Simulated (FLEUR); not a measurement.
## SnSe: band structure with LDA

SnSe:

```
Sn Se
1.0
     0.00000    3.01000    3.01000
     3.01000    0.00000    3.01000
     3.01000    3.01000    0.00000
Sn Se
1 1
Direct
  0.00000 0.00000 0.00000
  0.50000 0.50000 0.50000
```

Measurements of this composition are mostly on another form, of space group No. 62.

```
Program                  : FLEUR MaX-R8.1 (later development tree)
Task                     : band structure
Functional               : LDA
Potentials or basis      : all-electron
Basis                    : FLAPW
Kmax                     : 4.1 1/bohr
k mesh                   : 8 × 8 × 8
Occupations              : fermi-dirac, width 0.05 eV
Spin                     : no spin polarisation
Gmax                     : 12.7 1/bohr
Muffin-tin radii         : Sn 2.66, Se 2.56 bohr
lmax                     : Sn 10, Se 10
lnonsphr                 : Sn 10, Se 10
Local orbitals a species : Sn 5, Se 4
Max iterations           : 60
Mixing factor            : 0.05
Mixer                    : Anderson
Mixer history            : 15
Density convergence      : 1e-05 me/bohr^3
```

```yaml
Band_gap_along_the_path: 0.16 eV, indirect (least direct gap 0.17 eV)
Valence_electrons_inside_the_program's_atomic_spheres: Sn 20.09; Se 14.86 (radii Sn 2.66, Se 2.56 bohr)
```

Levels at the corners of the path, in eV from the valence-band top:
```
point  band 15  band 16  band 17  band 18  band 19  band 20  band 21  band 22  band 23  band 24
    Γ   -13.91    -5.25    -2.18    -2.18    -2.18     4.20     4.20     4.20     5.88     5.88
    X   -12.71    -6.16    -5.48    -3.64    -3.64     2.99     5.23     5.23     5.85    10.58
    W   -12.68    -7.03    -4.71    -4.71    -0.83     1.39     4.70     4.70     7.15     7.15
    K   -12.71    -7.12    -5.07    -3.16    -2.52     3.16     3.53     5.23     5.24     9.79
    Γ   -13.91    -5.25    -2.18    -2.18    -2.18     4.20     4.20     4.20     5.88     5.88
    L   -12.98    -8.14    -1.92    -1.92    -0.12     0.49     1.17     1.17     8.16    10.05
    U   -12.71    -7.12    -5.07    -3.16    -2.52     3.16     3.53     5.23     5.24     9.79
    W   -12.68    -7.03    -4.71    -4.71    -0.83     1.39     4.70     4.70     7.15     7.15
    L   -12.98    -8.14    -1.92    -1.92    -0.12     0.49     1.17     1.17     8.16    10.05
    K   -12.71    -7.12    -5.07    -3.16    -2.52     3.16     3.53     5.23     5.24     9.79
    U   -12.71    -7.12    -5.07    -3.16    -2.52     3.16     3.53     5.23     5.24     9.79
    X   -12.71    -6.16    -5.48    -3.64    -3.64     2.99     5.23     5.23     5.85    10.58
```

Core levels (eV from the Fermi level):
| atom | levels |
| --- | --- |
| 1 Sn | 1s1/2 -28957.4, 2s1/2 -4367.7, 2p1/2 -4081.9, 2p3/2 -3851.5, 3s1/2 -839.0, 3p1/2 -722.7, 3p3/2 -680.6, 3d3/2 -474.3, 3d5/2 -465.6 |
| 2 Se | 1s1/2 -12474.0, 2s1/2 -1598.4, 2p1/2 -1434.8, 2p3/2 -1393.2, 3s1/2 -207.1, 3p1/2 -151.1, 3p3/2 -145.3 |

It took 29 s on 1 thread of Intel(R) Xeon(R) 6975P-C (Granite Rapids), with other jobs on the host, peak memory 0.07 GiB.

Caveat: spin-orbit coupling is left out, which moves the levels of the heavy elements.
